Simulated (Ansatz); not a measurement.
MgO at -0.4 GPa: from Born charge to LO–TO splitting and polaron coupling

The calculation used DFT PBE, scalar-relativistic, plane waves, PAW (Ansatz). Settings: 420 eV plane-wave cutoff, Γ-centred 8×8×8 mesh, fixed occupations. No spin polarisation. Phonons by linear response, acoustic sum rule imposed.

The cell is fixed (symmetry leaves no force on the atoms) and stands under -0.4 GPa:
```cif
data_structure
_symmetry_space_group_name_H-M 'Fm-3m'
_symmetry_Int_Tables_number 225
_cell_length_a 4.2574
_cell_length_b 4.2574
_cell_length_c 4.2574
_cell_angle_alpha 90.000
_cell_angle_beta 90.000
_cell_angle_gamma 90.000
_cell_volume 77.17
loop_
_atom_site_label
_atom_site_type_symbol
_atom_site_symmetry_multiplicity
_atom_site_Wyckoff_symbol
_atom_site_fract_x
_atom_site_fract_y
_atom_site_fract_z
_atom_site_occupancy
Mg1 Mg 4 a 0.00000 0.00000 0.00000 1
O1 O 4 b 0.50000 0.00000 0.00000 1
```

The cell is the ideal cubic rocksalt prototype.

Linear response gives ν_TO = 362.4 cm⁻¹, Born charges ±1.999 e (positive on Mg) and ε∞ = 3.244. The primitive cell holds 19.292 Å³, and the masses are 24.305 and 15.999 amu.

Task: Find ν_LO and the static dielectric constant.

Result: The long-wave field adds a restoring force: ω_LO² − ω_TO² = Z*²e²/(ε_vac ε∞ μV). In these units ν_LO² − ν_TO² = 4.92064×10⁷ Z*²/(μ V ε∞) cm⁻², with μ = m₁m₂/(m₁ + m₂) = 9.648 amu: 325699 cm⁻². So ν_LO = √(362.4² + 325699) = 676.0 cm⁻¹, and the run gives 676.0. Lyddane–Sachs–Teller then gives ε0 = ε∞ (ν_LO/ν_TO)² = 11.29, against 11.29 in the run (it forms both from the same three quantities, so the match checks the arithmetic only). Between ν_TO and ν_LO the dielectric function is negative and an undamped crystal reflects fully: a reststrahlen band from 14.8 to 27.6 μm.

Task: What do the Clausius–Mossotti polarisability and the Szigeti charge come to?

Result: With the Lorentz local field, α = (3V/4π)(ε∞ − 1)/(ε∞ + 2) = 1.97 Å³ for the pair, and e_S = 3Z*/(ε∞ + 2) = 1.14 e. The Born charge includes the electrons' response to the dipole's own local field, and e_S takes that enhancement out. The Lorentz field assumes point-like polarisable ions, a fair picture at this small ε∞.

Task: How strongly does a slow electron couple to the LO mode?

Result: For one isotropic parabolic band, Fröhlich's constant is α_F = (1/ε∞ − 1/ε0) √(m* Ry/ħω_LO), with Ry = 13.606 eV, ħω_LO = 83.8 meV and m* in free-electron masses: α_F = 0.2197 × 12.74 × √m* = 2.80 √m*. The band mass isn't part of this run; for m* = 0.1, 0.3 and 1 it gives 0.88, 1.53, 2.80. In weak coupling the polaron lies α_F ħω_LO below the band edge (128 meV at m* = 0.3) with a mass m*(1 + α_F/6); past α_F of about 5 or 6 that expansion fails. A semilocal functional's ε∞ tends to be too large, which taken alone lowers α_F.

Cost: 1 run of about 0.19 core-minutes, on Intel Xeon 6975P-C (Granite Rapids) (shared hosts).

The Born charge of 1.999 e almost equals the formal ionic charge, as expected for closed-shell ions without the strong dynamical charge transfer of ferroelectric perovskites. The wide LO–TO splitting follows from this large charge, the light ions and weak electronic screening; the lattice therefore supplies most of the static dielectric constant. The smaller Szigeti charge doesn't imply half-ionised magnesium, since it also reflects distortion of the oxygen shell by short-range overlap.

Measured MgO has a stiffer TO mode and a lower static constant than 11.29. The likely cause is PBE's overlong Mg–O bond, which weakens the short-range repulsion that holds the TO mode up; the slight tension acts the same way. This softening raises the Fröhlich constant, partly offsetting the effect of an overestimated ε∞.

The conduction-band edge is s-like and dispersive, so an electron probably forms a large polaron at intermediate coupling. That picture doesn't carry over to holes, whose heavy, degenerate O 2p bands favour localisation beyond a continuum model.
